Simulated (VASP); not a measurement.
## KBr in VASP 6.6.1, single-point calculation

INCAR

```
ISMEAR = 1
LWAVE = .FALSE.
LREAL = .FALSE.
NSW = 0
LASPH = .TRUE.
SIGMA = 0.05
EDIFF = 1E-7
NBANDS = 15
NELM = 120
ENCUT = 520
GGA = PE
ISIF = 2
IBRION = -1
LCHARG = .FALSE.
PREC = Accurate
```

KPOINTS

```
KPOINTS created by Atomic Simulation Environment
0
Gamma
6 6 6
0 0 0
```

POSCAR

```
K  Br
 1.0000000000000000
     0.0550374636000000    3.3572852783000000    3.3572852783000000
     3.3572852783000000    0.0550374636000000    3.3572852783000000
     3.3572852783000000    3.3572852783000000    0.0550374636000000
 K   Br
   1   1
Cartesian
  0.0000000000000000  0.0000000000000000  0.0000000000000000
  3.3848040100999994  3.3848040100999994  3.3848040100999990
```

The recommended PBE PAW datasets give the neutral cell 16 valence electrons.

Command

```
mpirun -np 1 vasp_std
```

OSZICAR

```
N       E                     dE             d eps       ncg     rms          rms(c)
DAV:   1     0.989387903526E+02    0.98939E+02   -0.67671E+03   960   0.931E+02
DAV:   2    -0.256271175535E+00   -0.99195E+02   -0.91611E+02  1269   0.227E+02
DAV:   3    -0.616630261792E+01   -0.59100E+01   -0.58741E+01  1340   0.489E+01
DAV:   4    -0.639813504757E+01   -0.23183E+00   -0.23179E+00  1414   0.822E+00
DAV:   5    -0.640000151549E+01   -0.18665E-02   -0.18664E-02  1360   0.859E-01    0.297E+00
DAV:   6    -0.622236712700E+01    0.17763E+00   -0.22366E-01  1233   0.224E+00    0.216E+00
DAV:   7    -0.621028967067E+01    0.12077E-01   -0.10909E-01  1324   0.176E+00    0.999E-01
DAV:   8    -0.621960607251E+01   -0.93164E-02   -0.12309E-02  1069   0.798E-01    0.113E-01
DAV:   9    -0.622044661688E+01   -0.84054E-03   -0.91723E-04  1324   0.186E-01    0.791E-02
DAV:  10    -0.622073385849E+01   -0.28724E-03   -0.29638E-04  1030   0.993E-02    0.127E-02
DAV:  11    -0.622075088180E+01   -0.17023E-04   -0.28615E-05  1324   0.298E-02    0.558E-03
DAV:  12    -0.622075324822E+01   -0.23664E-05   -0.43474E-06  1023   0.136E-02    0.172E-03
DAV:  13    -0.622075332682E+01   -0.78591E-07   -0.17857E-07  1380   0.222E-03
   1 F= -.62207533E+01 E0= -.62207736E+01  d E =0.607586E-04
```

From OUTCAR

```
k-points           NKPTS =     32   k-points in BZ     NKDIM =     32   number of bands    NBANDS=     15

   NELECT =      16.0000    total number of electrons

   dimension x,y,z NGX =    36 NGY =   36 NGZ =   36
   dimension x,y,z NGXF=    72 NGYF=   72 NGZF=   72

  energy-cutoff  :      520.00
  volume of cell :       73.82
      direct lattice vectors                 reciprocal lattice vectors
     0.055037464  3.357285278  3.357285278    -0.152643008  0.150181024  0.150181024
     3.357285278  0.055037464  3.357285278     0.150181024 -0.152643008  0.150181024
     3.357285278  3.357285278  0.055037464     0.150181024  0.150181024 -0.152643008

 k-points in reciprocal lattice and weights: KPOINTS created by Atomic Simulation Env
   0.00000000  0.00000000  0.00000000       0.005
   0.16666667  0.00000000  0.00000000       0.028
   0.33333333  0.00000000  0.00000000       0.028
   0.50000000  0.00000000 -0.00000000       0.014
   0.16666667  0.16666667  0.00000000       0.028
   0.33333333  0.16666667  0.00000000       0.056
   0.50000000  0.16666667 -0.00000000       0.056
  -0.33333333  0.16666667  0.00000000       0.056
   ...

 E-fermi :  -1.7868

 k-point     1 :       0.0000    0.0000    0.0000
  band No.  band energies     occupation
      1     -29.6853      2.00000
      2     -14.1038      2.00000
      3     -13.1614      2.00000
      4     -13.1614      2.00000
      5     -13.1584      2.00000
      6      -1.8793      2.02518
      7      -1.8246      1.95605
      8      -1.8246      1.95605
      9       2.5173      0.00000
     10       5.6309      0.00000
     11       5.8159      0.00000
     12       5.8159      0.00000
     13       6.5623      0.00000
     14       6.5623      0.00000
     15       9.6885      0.00000

 k-point     2 :       0.1667    0.0000    0.0000
  band No.  band energies     occupation
      1     -29.6841      2.00000
      2     -14.1525      2.00000
      3     -13.1631      2.00000
      4     -13.1598      2.00000
      5     -13.0962      2.00000
      6      -2.1834      2.00000
      7      -1.9569      2.00002
      8      -1.9093      2.00289
      9       3.1608      0.00000
     10       5.6318      0.00000
     11       5.9739      0.00000
     12       6.1341      0.00000
     13       6.8957      0.00000
     14       6.9128      0.00000
     15      10.5713      0.00000

 k-point     3 :       0.3333    0.0000    0.0000
  band No.  band energies     occupation
      1     -29.6816      2.00000
      2     -14.2356      2.00000
      3     -13.1665      2.00000
      4     -13.1619      2.00000
      5     -12.9805      2.00000
      6      -2.7358      2.00000
      7      -2.1153      2.00000
      8      -2.0684      2.00000
      9       4.2748      0.00000
     10       5.8302      0.00000
     11       6.8275      0.00000
     12       6.9849      0.00000
     13       7.7334      0.00000
     14       7.7957      0.00000
     15       9.5174      0.00000

 ...

  Total        0.1489040      0.1489040      0.1489040     -0.0406356     -0.0406356     -0.0406356
  in kB        3.2317219      3.2317219      3.2317219     -0.8819301     -0.8819301     -0.8819301
  external PRESSURE =       3.2317219 kB  Pullay stress =       0.0000000 kB

 POSITION                                       TOTAL-FORCE (eV/Angst)
 -----------------------------------------------------------------------------------
      0.00000      0.00000      0.00000         0.000000      0.000000      0.000000
      3.38480      3.38480      3.38480        -0.000000     -0.000000     -0.000000
 -----------------------------------------------------------------------------------
    total drift:                                0.000000      0.000000      0.000000

  FREE ENERGIE OF THE ION-ELECTRON SYSTEM (eV)
  ---------------------------------------------------
  free  energy   TOTEN  =        -6.2207533268 eV

  energy  without entropy=       -6.2208140854  energy(sigma->0) =       -6.22077358
```

It converged. Results: gap between bands v and c on the k mesh 4.34 eV; least direct gap on the k mesh 4.34 eV; pressure 0.3 GPa. Band v is the last that the valence electrons fill when counted band by band, and c is the next.

For comparison, a separate PBE run of the intended cell, on usual settings and not on those above, gives a gap of 4.34 eV on its mesh and a pressure of 0.3 GPa.

The run above took about 37 s on one core of a shared host (Intel Xeon Platinum 8488C) and held 0.21 GiB at most.
